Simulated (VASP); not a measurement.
# Na (P6_3/mmc) in VASP: further runs

The runs below take Na through relaxation of the atoms, single point, with PBE+TS, PBE.

All numbers are computed with VASP 6.6.1; they aren't measurements. Logs are shortened: lines on timing, memory, paths and dates and some standing lists are left out, and cuts for length are marked.

### 1 The structure

The structure is hexagonal, space group P6_3/mmc (No. 194). Conventional cell: a = 3.767 Å, b = 3.767 Å, c = 6.154 Å, α = 90.00°, β = 90.00°, γ = 120.00°. Na (site symmetry -6m2) is surrounded by 12 Na at 3.77 Å.

This isn't the form of Na at room conditions, which is bcc.

### 2 Relaxation of the atoms, PBE+TS (volume scaled by 1.25)

INCAR reads:

```
SYSTEM = Na
PREC = Accurate
ENCUT = 520
EDIFF = 1E-6
ISMEAR = 1
SIGMA = 0.1
LREAL = .FALSE.
LASPH = .TRUE.
NELM = 100
ALGO = Normal
ISIF = 2
LWAVE = .FALSE.
LCHARG = .FALSE.
GGA = PE
IVDW = 2
IBRION = 2
NSW = 60
EDIFFG = -0.02
```

KPOINTS reads:

```
Automatic mesh
0
G
  8 8 5
  0 0 0
```

POSCAR reads:

```
Na
1.0
    4.0578777387      0.0000000000      0.0000000000
   -2.0289388693      3.5142252072      0.0000000000
    0.0000000000      0.0000000000      6.6291955412
Na
2
Direct
    0.6666666667      0.3333333333      0.7500000000
    0.3333333333      0.6666666667      0.2500000000
```

Potentials or basis: VASP PAW PBE potentials, release 64 (Na_pv).

On the command line:

```
$ cat potpaw_PBE.64/Na_pv/POTCAR > POTCAR
$ mpirun -np 1 vasp_std > vasp.out
```

OUTCAR:

```text
SYSTEM = Na
   PREC = Accurate
   ENCUT = 520
   EDIFF = 1E-6
   ISMEAR = 1
   LREAL = .FALSE.
   LASPH = .TRUE.
   NELM = 100
   ISIF = 2
   GGA = PE
   IVDW = 2
   IBRION = 2
   NSW = 60
   EDIFFG = -0.02
  IVDW =   2

 ion  position               nearest neighbor table
   1  0.667  0.333  0.750-
   2  0.333  0.667  0.250-

  LATTYP: Found a hexagonal cell.
 ALAT       =     4.0578777387
 C/A-ratio  =     1.6336607380

  Lattice vectors:

 A1 = (   4.0578777387,   0.0000000000,   0.0000000000)
 A2 = (  -2.0289388693,   3.5142252072,   0.0000000000)
 A3 = (   0.0000000000,   0.0000000000,   6.6291955412)

Analysis of symmetry for initial positions (statically):
=====================================================================
 Subroutine PRICEL returns:
 Original cell was already a primitive cell.

 Routine SETGRP: Setting up the symmetry group for a
 hexagonal supercell.

 Subroutine GETGRP returns: Found 24 space group operations
 (whereof 12 operations were pure point group operations)
 out of a pool of 24 trial point group operations.

The static configuration has the point symmetry D_3d.
 The point group associated with its full space group is D_6h.

Analysis of symmetry for dynamics (positions and initial velocities):
=====================================================================
 Subroutine PRICEL returns:
 Original cell was already a primitive cell.

 Routine SETGRP: Setting up the symmetry group for a
 hexagonal supercell.

 Subroutine GETGRP returns: Found 24 space group operations
 (whereof 12 operations were pure point group operations)
 out of a pool of 24 trial point group operations.

The dynamic configuration has the point symmetry D_3d.
 The point group associated with its full space group is D_6h.

 Subroutine INISYM returns: Found 24 space group operations
 (whereof 12 operations are pure point group operations),
 and found     1 'primitive' translations

----------------------------------------------------------------------------------------

                                     Primitive cell

  volume of cell :      94.5343

  direct lattice vectors                    reciprocal lattice vectors
     4.057877739  0.000000000  0.000000000     0.246434236  0.142278872  0.000000000
    -2.028938869  3.514225207  0.000000000     0.000000000  0.284557745  0.000000000
     0.000000000  0.000000000  6.629195541     0.000000000  0.000000000  0.150847866

  length of vectors
     4.057877739  4.057877739  6.629195541     0.284557745  0.284557745  0.150847866

  position of ions in fractional coordinates (direct lattice)
     0.666666667  0.333333333  0.750000000
     0.333333333  0.666666667  0.250000000

  ion indices of the primitive-cell ions
   primitive index   ion index
                 1           1
                 2           2

----------------------------------------------------------------------------------------

 KPOINTS: Automatic mesh

Automatic generation of k-mesh.
 Grid dimensions read from file:
 generate k-points for:    8    8    5

 Generating k-lattice:

  Cartesian coordinates                     Fractional coordinates (reciprocal lattice)
     0.030804279  0.017784859  0.000000000     0.125000000  0.000000000  0.000000000
     0.000000000  0.035569718  0.000000000     0.000000000  0.125000000  0.000000000
     0.000000000  0.000000000  0.030169573     0.000000000  0.000000000  0.200000000

  Length of vectors
     0.035569718  0.035569718  0.030169573

  Shift w.r.t. Gamma in fractional coordinates (k-lattice)
     0.000000000  0.000000000  0.000000000

 Subroutine IBZKPT returns following result:
 ===========================================

 Found     30 irreducible k-points:

 Following reciprocal coordinates:
            Coordinates               Weight
  0.000000  0.000000  0.000000      1.000000
  0.125000  0.000000  0.000000      6.000000
  0.250000  0.000000  0.000000      6.000000
  0.375000  0.000000  0.000000      6.000000
  0.500000  0.000000  0.000000      3.000000
  0.125000  0.125000  0.000000      6.000000
[... 16 lines left out ...]
  0.250000  0.000000  0.400000     12.000000
  0.375000  0.000000  0.400000     12.000000
 [... further k-points ...]
   k-points           NKPTS =     30   k-points in BZ     NKDIM =     30   number of bands    NBANDS=     11
   number of dos      NEDOS =    301   number of ions     NIONS =      2
   total plane-waves  NPLWV =  45000
   dimension x,y,z NGX =    30 NGY =   30 NGZ =   50
   dimension x,y,z NGXF=    60 NGYF=   60 NGZF=  100
   ions per type =               2
   NGX,Y,Z   is equivalent  to a cutoff of  12.29, 12.29, 12.54 a.u.
   NGXF,Y,Z  is equivalent  to a cutoff of  24.58, 24.58, 25.08 a.u.
 SYSTEM =  Na
   PREC   = accura    normal or accurate (medium, high low for compatibility)
   ISTART =      0    job   : 0-new  1-cont  2-samecut
   ICHARG =      2    charge: 1-file 2-atom 10-const
   ISPIN  =      1    spin polarized calculation?
   LNONCOLLINEAR =      F non collinear calculations
   LSORBIT =      F    spin-orbit coupling
   LASPH  =      T    aspherical Exc in radial PAW
   ENCUT  =  520.0 eV  38.22 Ry    6.18 a.u.   7.54  7.54 12.33*2*pi/ulx,y,z
   NELM   =    100;   NELMIN=  2; NELMDL= -5     # of ELM steps
   EDIFF  = 0.1E-05   stopping-criterion for ELM
   LREAL  =      F    real-space projection
   EDIFFG = -.2E-01   stopping-criterion for IOM
   NSW    =     60    number of steps for IOM
   IBRION =      2    ionic relax: 0-MD 1-quasi-New 2-CG
   NFREE  =      1    steps in history (QN), initial steepest desc. (CG)
   ISIF   =      2    stress and relaxation
   ISYM   =      2    0-nonsym 1-usesym 2-fastsym
   POTIM  = 0.5000    time-step for ionic-motion
   TEBEG  =    0.0;   TEEND  =   0.0 temperature during run
   PSTRESS=    0.0 pullay stress
   NELECT =      14.0000    total number of electrons
   NUPDOWN=      -1.0000    fix difference up-down
   EMIN   =  10.00;   EMAX   =-10.00  energy-range for DOS
   EFERMI =   0.00;   METHOD = LEGACY
   ISMEAR =     1;   SIGMA  =   0.10  broadening in eV -4-tet -1-fermi 0-gaus
   EFERMI_NEDOS =   21; number of points for ismear=-14 and -15
   IALGO  =     38    algorithm
   IMIX   =      4    mixing-type and parameters
     AMIX     =   0.40;   BMIX     =  1.00
     AMIX_MAG =   1.60;   BMIX_MAG =  1.00
  volume/ion in A,a.u.               =      47.27       318.97
  Fermi-wavevector in a.u.,A,eV,Ry     =   0.866139  1.636766 10.207052  0.750197
  Thomas-Fermi vector in A             =   1.984485
   LORBIT       =      0    0 simple, 1 ext, 2 COOP (PROOUT), +10 PAW based schemes
   GGA     = PE    functional components
   LHFCALC =     F    Hartree Fock is set to
   AEXX    =    0.0000 exact exchange contribution
   IVDW    =     2    specifies the selected vdW correction
   LEPSILON=     F    determine dielectric tensor
   LRPA    =     F    only Hartree local field effects (RPA)
 conjugate gradient relaxation of ions
 non-spin polarized calculation
 Methfessel and Paxton  Order N= 1 SIGMA  =   0.10
  energy-cutoff  :      520.00
  volume of cell :       94.53
 maximum number of plane-waves:      2571
   NGX = 15   NGY = 15   NGZ = 25

 number of electron      13.9999981 magnetization

 Free energy of the ion-electron system (eV)
  ---------------------------------------------------
  ext. energy  EPLUGINS =         0.00000000
  ---------------------------------------------------
  free energy    TOTEN  =        -2.52798332 eV

  energy without entropy =       -2.52902762  energy(sigma->0) =       -2.52833142

 E-fermi :  -0.3288     XC(G=0):  -5.9032

 val. band max:       -0.4583105130   @ k =   0.3750   0.1250   0.2000
 cond. band min:      -0.3090634333   @ k =   0.1250   0.1250   0.2000
 fundamental gap:      0.1492470797
 Fermi energy:        -0.3288192887

 k-point     1 :       0.0000    0.0000    0.0000
  band No.  band energies     occupation
      1     -25.4143      2.00000
      2     -25.4025      2.00000
      3     -25.4025      2.00000
      4     -25.4005      2.00000
      5     -25.4005      2.00000
      6     -25.4004      2.00000
      7      -3.0877      2.00000
      8       0.2592     -0.00000
      9       0.4381     -0.00000
     10       8.4190      0.00000
     11       8.4924      0.00000

 k-point     2 :       0.1250    0.0000    0.0000
  band No.  band energies     occupation
      1     -25.4137      2.00000
      2     -25.4040      2.00000
      3     -25.4030      2.00000
      4     -25.4020      2.00000
      5     -25.4007      2.00000
      6     -25.4007      2.00000
      7      -2.8926      2.00000
      8       0.4381     -0.00000
      9       0.6313     -0.00000
     10       6.0453      0.00000
     11       7.2726      0.00000

 k-point     3 :       0.2500    0.0000    0.0000
  band No.  band energies     occupation
      1     -25.4119      2.00000
      2     -25.4078      2.00000
      3     -25.4058      2.00000
      4     -25.4042      2.00000
      5     -25.4016      2.00000
      6     -25.4015      2.00000
      7      -2.3105      2.00000
      8       0.9757     -0.00000
      9       1.1972     -0.00000
     10       3.7230      0.00000
     11       6.4373      0.00000
[... 267 lines left out ...]
 k-point    23 :       0.2500    0.0000    0.4000
  band No.  band energies     occupation
      1     -25.4103      2.00000
      2     -25.4085      2.00000
      3     -25.4051      2.00000
      4     -25.4032      2.00000
      5     -25.4032      2.00000
      6     -25.4024      2.00000
      7      -1.7566      2.00000
      8      -1.0705      2.00000
      9       3.9956      0.00000
     10       4.4328      0.00000
     11       4.8473      0.00000

 k-point    24 :       0.3750    0.0000    0.4000
  band No.  band energies     occupation
      1     -25.4128      2.00000
      2     -25.4119      2.00000
      3     -25.4053      2.00000
      4     -25.4042      2.00000
      5     -25.4036      2.00000
      6     -25.4033      2.00000
      7      -0.8052      2.00000
      8      -0.1299     -0.01657
      9       2.1892      0.00000
     10       2.8424      0.00000
     11       5.1391      0.00000

 [... further k-points ...]

------------------------ aborting loop because EDIFF is reached ----------------------------------------

  Hirshfeld charges:
            ion         q(e)
   ------------------------------
      1     Na       0.00000000
      2     Na      -0.00000000

  Tkatchenko/Scheffler method for vdW energy calculation

  Number of pair interactions contributing to vdW energy:   16690

  Edisp (eV):   -2.79568

  FORCE on cell =-STRESS in cart. coord.  units (eV):
  Direction    XX          YY          ZZ          XY          YZ          ZX
  --------------------------------------------------------------------------------------
  -------------------------------------------------------------------------------------
  Total      -3.66054    -3.66054    -3.81346    -0.00000     0.00000     0.00000
  in kB     -62.03917   -62.03917   -64.63085    -0.00000     0.00000     0.00000
  external pressure =      -62.90 kB  Pullay stress =        0.00 kB

 VOLUME and BASIS-vectors are now :
 -----------------------------------------------------------------------------
  energy-cutoff  :      520.00
  volume of cell :       94.53
      direct lattice vectors                 reciprocal lattice vectors
     4.057877739  0.000000000  0.000000000     0.246434236  0.142278872  0.000000000
    -2.028938869  3.514225207  0.000000000     0.000000000  0.284557745  0.000000000
     0.000000000  0.000000000  6.629195541     0.000000000  0.000000000  0.150847866

 POSITION                                       TOTAL-FORCE (eV/Angst)
 -----------------------------------------------------------------------------------
      2.02894      1.17141      4.97190        -0.000000      0.000000     -0.000000
     -0.00000      2.34282      1.65730         0.000000     -0.000000      0.000000
 -----------------------------------------------------------------------------------
    total drift:                               -0.000000      0.000000     -0.000000

  FREE ENERGIE OF THE ION-ELECTRON SYSTEM (eV)
  ---------------------------------------------------
  free  energy   TOTEN  =        -5.3236646478 eV

  energy  without entropy=       -5.3247089505  energy(sigma->0) =       -5.32401275

 reached required accuracy - stopping structural energy minimisation
```

Wall time 10 s (1 thread of Intel Xeon 6975P-C (Granite Rapids), shared host); peak memory 0.19 GiB.

Results:

* Free energy: -5.3237 eV
* Pressure after relaxing: -6.3 GPa
* Band gap on the k mesh: none (metal or under the smearing width)
* Dispersion energy per atom: -1.398 eV

Final structure:
```xyz
2
Lattice="4.0579 0.0000 0.0000 -2.0289 3.5142 0.0000 0.0000 0.0000 6.6292" Properties=species:S:1:pos:R:3 pbc="T T T"
Na    2.0289    1.1714    4.9719
Na    0.0000    2.3428    1.6573
```

Levels at points of the mesh, in eV from the Fermi level:
```
           k point  band 3  band 4  band 5  band 6  band 7  band 8  band 9  band 10  band 11
(0.00, 0.00, 0.00)  -25.07  -25.07  -25.07  -25.07   -2.76    0.59    0.77     8.75     8.82
(0.50, 0.00, 0.00)  -25.08  -25.08  -25.07  -25.07    0.30    0.30    3.40     3.53     3.69
```

Caveat: the relaxation stopped at its first step, so nothing moved; atom-pairwise D2, TS and ULG terms overbind metals; pairwise dispersion overbinds metals, which lowers pressure and volume.

### 3 Single point, PBE

INCAR reads:

```
SYSTEM = Na
PREC     = Accurate       ! precision mode
ENCUT    = 900            ! plane-wave cutoff, eV
EDIFF    = 1E-8           ! SCF threshold, eV
ISMEAR   = 0              ! smearing method
SIGMA    = 0.05           ! smearing width, eV
LREAL    = .FALSE.        ! projectors in reciprocal space
LASPH    = .TRUE.         ! aspherical terms in the spheres
NELM     = 100            ! most SCF steps
ALGO     = Normal         ! electronic algorithm
ISIF     = 2              ! what is computed and relaxed
LWAVE    = .FALSE.        ! write WAVECAR
LCHARG   = .FALSE.        ! write CHGCAR
GGA      = PE             ! functional
NBANDS   = 14             ! bands
ADDGRID  = .FALSE.
```

KPOINTS reads:

```
regular mesh
0
G
  14 14 8
  0 0 0
```

POSCAR reads:

```
Na
1.0
    3.7670000000      0.0000000000      0.0000000000
   -1.8835000000      3.2623176961      0.0000000000
    0.0000000000      0.0000000000      6.1540000000
Na
2
Direct
    0.6666666667      0.3333333333      0.7500000000
    0.3333333333      0.6666666667      0.2500000000
```

Potentials or basis: VASP PAW PBE potentials, release 64 (Na_pv).

On the command line:

```
$ cat potpaw_PBE.64/Na_pv/POTCAR > POTCAR
$ mpirun -np 1 vasp_std > vasp.out
```

It took 3.5 min on 1 thread of Intel Xeon Platinum 8488C (Sapphire Rapids), shared host; peak memory 0.41 GiB.

The run converged. Its results:

* Free energy: -2.6241 eV
* Pressure: -0.1 GPa
* Band gap on the k mesh: none (metal or under the smearing width)

Levels at points of the mesh, in eV from the Fermi level:
| k point | band 4 | band 5 | band 6 | band 7 | band 8 | band 9 | band 10 | band 11 |
| --- | --- | --- | --- | --- | --- | --- | --- | --- |
| (0.00, 0.00, 0.00) | -24.90 | -24.90 | -24.90 | -3.22 | 0.57 | 0.96 | 9.89 | 9.89 |
| (0.50, 0.00, 0.00) | -24.91 | -24.90 | -24.90 | 0.26 | 0.37 | 3.84 | 3.85 | 4.31 |
| (0.00, 0.00, 0.50) | -24.90 | -24.90 | -24.90 | -2.20 | -2.20 | 5.47 | 5.47 | 10.48 |
| (0.50, 0.00, 0.50) | -24.90 | -24.90 | -24.90 | 1.07 | 1.07 | 1.53 | 1.53 | 7.62 |

(Part 1 of 2 ends here.)
